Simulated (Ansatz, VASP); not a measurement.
# As in VASP and in Ansatz

The input INCAR:

```
PREC = Accurate ; ENCUT = 520
EDIFF = 1E-6 ; ISMEAR = -1
SIGMA = 0.08 ; LREAL = F
LASPH = T ; NELM = 100
ALGO = Normal ; ISIF = 2
LWAVE = F ; LCHARG = T
GGA = PE ; LELF = T
LVHAR = T ; NBANDS = 12
```

File KPOINTS:

```
regular mesh
0
Gamma
  13 13 13
```

The input POSCAR:

```
As
1.0
    0.0000000000      3.0536822402      3.0536822402
    3.0536822402      0.0000000000      3.0536822402
    3.0536822402      3.0536822402      0.0000000000
As
2
Direct
   -0.1250000000     -0.1250000000     -0.1250000000
    0.1250000000      0.1250000000      0.1250000000
```

Input for Ansatz:

```yaml
crystal:
  lattice:
    - [0.0, 3.0536822402, 3.0536822402]
    - [3.0536822402, 0.0, 3.0536822402]
    - [3.0536822402, 3.0536822402, 0.0]
  atoms:
    - { symbol: As, position: [-0.125, -0.125, -0.125] }
    - { symbol: As, position: [0.125, 0.125, 0.125] }
kpoints:
  mp_grid: { grid: [13, 13, 13] }
scf:
  occupations: { method: fermi_dirac, width: 0.08 }
hamiltonian:
  xc: pbe
  pseudopotentials: { kind: paw }
output:
  forces: true
  stress: true
  eigenvalues: true
basis:
  ecutwfc: 800
```

Change from the starting cell: volume scaled by 1, PAW files, ecut 800.

Alike in both runs: task single point; functional PBE; k mesh 13 × 13 × 13; occupations fermi-dirac, width 0.08 eV; no spin polarisation.

|  | VASP | Ansatz |
| --- | --- | --- |
| version | VASP 6.6.1 | Ansatz 0.2.0 |
| potentials or method | VASP PAW PBE potentials, release 64 (As) | PAW with Ansatz's default frozen-core files, scalar-relativistic |
| plane-wave cutoff (eV) | 520 | 800 |
| valence electrons in the cell | 10 | 30 |

VASP gave:

```
pressure (GPa) : 0.1
```

Estimate Ansatz's values.

pressure (GPa): 0.0.

The two sets of potentials don't hold the same shells in valence.
